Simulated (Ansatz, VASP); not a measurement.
## Two plane-wave programs on CaS

Contents of POSCAR:

```
CaS
1.0
    0.0000000000      2.7620882200      2.7620882200
    2.7620882200      0.0000000000      2.7620882200
    2.7620882200      2.7620882200      0.0000000000
Ca S
1 1
Direct
    0.0000000000      0.0000000000      0.0000000000
    0.5000000000      0.5000000000      0.5000000000
```

The input INCAR.step1:

```
ALGO = Normal
EDIFF = 1E-4
ENCUT = 520
GGA = PE
ISMEAR = 0
LASPH = T
LCHARG = F
LREAL = F
LWAVE = T
NBANDS = 15
NELM = 100
PREC = Accurate
SIGMA = 0.02
```

Contents of INCAR.step2:

```
ALGO = Normal
EDIFF = 1E-7
ENCUT = 520
ISIF = 2
ISMEAR = 0
ISTART = 1
LASPH = T
LCHARG = T
LELF = T
LMIXTAU = T
LREAL = F
LVHAR = T
LWAVE = F
METAGGA = R2SCAN
NBANDS = 15
NELM = 100
PREC = Accurate
SIGMA = 0.02
```

Contents of KPOINTS:

```
k-points
0
Gamma
  8 8 8
```

Input for Ansatz:

```yaml
crystal:
  lattice:
    - [0.0, 2.76208822, 2.76208822]
    - [2.76208822, 0.0, 2.76208822]
    - [2.76208822, 2.76208822, 0.0]
  atoms:
    - { symbol: Ca, position: [0.0, 0.0, 0.0] }
    - { symbol: S, position: [0.5, 0.5, 0.5] }
basis:
  ecutwfc: 500
kpoints:
  mp_grid: { grid: [8, 8, 8] }
hamiltonian:
  xc: r2scan
scf:
  occupations: { method: gaussian, width: 0.02 }
output:
  forces: true
  stress: true
  eigenvalues: true
```

Alike in both runs: task single point; functional r2SCAN; k mesh 8 × 8 × 8; occupations gaussian, width 0.02 eV; no spin polarisation.

|  | VASP | Ansatz |
| --- | --- | --- |
| version | VASP 6.6.1 | Ansatz 0.2.0 |
| potentials or method | VASP PAW PBE potentials, release 64 (Ca_sv, S) | scalar-relativistic, plane waves, PAW |
| plane-wave cutoff (eV) | 520 | 500 |
| valence electrons in the cell | 16 | 16 |

|  | VASP | Ansatz | Ansatz less VASP |
| --- | --- | --- | --- |
| gap on the k mesh at the Fermi level (eV) | 2.56 | 2.56 | 0.000 |
| least direct gap on the mesh (eV) | 3.45 | 3.45 | +0.003 |
| pressure (GPa) | 7.2 | 6.8 | -0.42 |

Caveats: the PAW data sets were made with another functional, which shifts forces and pressure a little (VASP). A k mesh can miss the band edges.
